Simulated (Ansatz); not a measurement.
# AlNi: pulling the crystal apart

The task, for AlNi: open the crystal across a (1 0 1) plane.

Program: Ansatz 0.2.0. Level of theory: DFT PBEsol, scalar-relativistic, plane waves, PAW. These are calculated values, not measurements.

3 further runs of the same task are left out: 3 set aside as unsound or not needed. Runs told in other sessions of the task aren't counted.

## Step 1: The structure to begin with

The structure is tetragonal, space group P4/mmm (No. 123). Conventional cell: a = 2.859 Å, b = 2.859 Å, c = 2.869 Å, α = 90.00°, β = 90.00°, γ = 90.00°. Around Al (site symmetry 4/mmm) lie 8 Ni at 2.48 Å. Ni (site symmetry 4/mmm) is surrounded by 8 Al at 2.48 Å.

Coordinates:

```xyz
10
Lattice="-2.0213 2.0213 2.8694 -2.0213 -2.0213 0.0000 6.0640 -6.0640 5.7388" Properties=species:S:1:pos:R:3 pbc="T T T"
Al    0.0000   -4.0427    2.8694
Al    0.0000   -4.0427    5.7388
Al    2.0213   -6.0640    5.7388
Al   -2.0213   -2.0213    0.0000
Al   -2.0213   -2.0213    2.8694
Ni    0.0000   -2.0213    1.4347
Ni    0.0000   -2.0213    4.3041
Ni    2.0213   -4.0427    4.3041
Ni    2.0213   -4.0427    7.1735
Ni   -2.0213    0.0000    1.4347
```

It goes back to an entry of the Materials Project, which need not be the stable form.

It is built from the cell relaxed beforehand with the same method (11.72 Å³/atom).

## Step 2: The undisturbed cell

input.yaml

```yaml
crystal:
  lattice:
    - [-2.0213280871, 2.0213497883, 2.8694088109]
    - [-2.0213280871, -2.0213497883, 0.0]
    - [6.0639842614, -6.0640493649, 5.7388176217]
  atoms:
    - { symbol: Al, position: [0.2, 1.0, 0.4] }
    - { symbol: Al, position: [0.8, 1.0, 0.6] }
    - { symbol: Al, position: [0.4, 1.0, 0.8] }
    - { symbol: Al, position: [0.0, 1.0, 0.0] }
    - { symbol: Al, position: [0.6, 1.0, 0.2] }
    - { symbol: Ni, position: [0.1, 0.5, 0.2] }
    - { symbol: Ni, position: [0.7, 0.5, 0.4] }
    - { symbol: Ni, position: [0.3, 0.5, 0.6] }
    - { symbol: Ni, position: [0.9, 0.5, 0.8] }
    - { symbol: Ni, position: [0.5, 0.5, 0.0] }
basis:
  ecutwfc: 420
kpoints:
  mp_grid: { grid: [15, 20, 6] }
hamiltonian:
  xc: pbesol
scf:
  occupations: { method: gaussian, width: 0.15 }
output:
  forces: true
  stress: true
  eigenvalues: true
```

Run with:

```bash
ansatz run input.yaml --threads 2 --pin off --max-ram 5120MiB --backend cpu --events-out ev --progress --plain --runs-dir out
```

## Step 3: Next: pulling the crystal apart

The cut lies on the cell's a–b face, a (1 0 1) plane of area 11.58 Å², between layers 2.03 Å apart (Al, Ni below, Al, Ni above); the cell is 10.1 Å thick. Vector c is lengthened by d along the normal with the atoms' Cartesian places fixed: one unrelaxed cut per cell.

## Step 4: d = 1.00 Å

input.yaml

```yaml
crystal:
  lattice:
    - [-2.0213280871, 2.0213497883, 2.8694088109]
    - [-2.0213280871, -2.0213497883, 0.0]
    - [6.5649291325, -6.5649888578, 6.4445894407]
  atoms:
    - { symbol: Al, position: [0.186772044, 1.0000007265, 0.2730355] }
    - { symbol: Al, position: [0.7779534067, 1.0000012108, 0.4550591666] }
    - { symbol: Al, position: [0.3691347694, 1.0000016951, 0.6370828332] }
    - { symbol: Al, position: [-0.039683868, 1.0000021794, 0.8191064999] }
    - { symbol: Al, position: [0.5955906813, 1.0000002422, 0.0910118333] }
    - { symbol: Ni, position: [0.0955906813, 0.5000002422, 0.0910118333] }
    - { symbol: Ni, position: [0.686772044, 0.5000007265, 0.2730355] }
    - { symbol: Ni, position: [0.2779534067, 0.5000012108, 0.4550591666] }
    - { symbol: Ni, position: [0.8691347694, 0.5000016951, 0.6370828332] }
    - { symbol: Ni, position: [0.460316132, 0.5000021794, 0.8191064999] }
basis:
  ecutwfc: 420
kpoints:
  mp_grid: { grid: [15, 20, 6] }
hamiltonian:
  xc: pbesol
scf:
  occupations: { method: gaussian, width: 0.15 }
output:
  forces: true
  stress: true
  eigenvalues: true
```

## Step 5: d = 3.00 Å

input.yaml

```yaml
crystal:
  lattice:
    - [-2.0213280871, 2.0213497883, 2.8694088109]
    - [-2.0213280871, -2.0213497883, 0.0]
    - [7.5668188747, -7.5668678437, 7.8561330788]
  atoms:
    - { symbol: Al, position: [0.166362857, 1.0000018473, 0.2314324341] }
    - { symbol: Al, position: [0.743938095, 1.0000030788, 0.3857207235] }
    - { symbol: Al, position: [0.321513333, 1.0000043104, 0.5400090129] }
    - { symbol: Al, position: [-0.100911429, 1.0000055419, 0.6942973023] }
    - { symbol: Al, position: [0.588787619, 1.0000006158, 0.0771441447] }
    - { symbol: Ni, position: [0.088787619, 0.5000006158, 0.0771441447] }
    - { symbol: Ni, position: [0.666362857, 0.5000018473, 0.2314324341] }
    - { symbol: Ni, position: [0.243938095, 0.5000030788, 0.3857207235] }
    - { symbol: Ni, position: [0.821513333, 0.5000043104, 0.5400090129] }
    - { symbol: Ni, position: [0.399088571, 0.5000055419, 0.6942973023] }
basis:
  ecutwfc: 420
kpoints:
  mp_grid: { grid: [15, 20, 6] }
hamiltonian:
  xc: pbesol
scf:
  occupations: { method: gaussian, width: 0.15 }
output:
  forces: true
  stress: true
  eigenvalues: true
```

## Step 6: At d = 0.50 Å

input.yaml

```yaml
crystal:
  lattice:
    - [-2.0213280871, 2.0213497883, 2.8694088109]
    - [-2.0213280871, -2.0213497883, 0.0]
    - [6.3144566969, -6.3145191114, 6.0917035312]
  atoms:
    - { symbol: Al, position: [0.1930747976, 1.0000003803, 0.2858833353] }
    - { symbol: Al, position: [0.7884579961, 1.0000006339, 0.4764722255] }
    - { symbol: Al, position: [0.3838411945, 1.0000008874, 0.6670611157] }
    - { symbol: Al, position: [-0.0207756071, 1.000001141, 0.8576500059] }
    - { symbol: Al, position: [0.5976915992, 1.0000001268, 0.0952944451] }
    - { symbol: Ni, position: [0.0976915992, 0.5000001268, 0.0952944451] }
    - { symbol: Ni, position: [0.6930747976, 0.5000003803, 0.2858833353] }
    - { symbol: Ni, position: [0.2884579961, 0.5000006339, 0.4764722255] }
    - { symbol: Ni, position: [0.8838411945, 0.5000008874, 0.6670611157] }
    - { symbol: Ni, position: [0.4792243929, 0.500001141, 0.8576500059] }
basis:
  ecutwfc: 420
kpoints:
  mp_grid: { grid: [15, 20, 6] }
hamiltonian:
  xc: pbesol
scf:
  occupations: { method: gaussian, width: 0.15 }
output:
  forces: true
  stress: true
  eigenvalues: true
```

(Steps that only read results are left out.)

**Question.** What will these runs give? Wanted: largest traction sampled.

The runs gave:

| quantity | value |
| --- | --- |
| energy at d = 3.00 Å | 3.73 J/m² |
| largest traction sampled | 26.6 GPa at d = 0.50 Å |

What this shows: At the widest gap sampled, 3.00 Å, the traction is still 1.1 GPa, so 3.73 J/m² is not yet the full work of separation. The traction peaks at 26.6 GPa near 0.50 Å, an estimate of the ideal strength of rigid blocks on this coarse sampling. The final runs have no spin polarisation, so a magnetic state may lie lower.
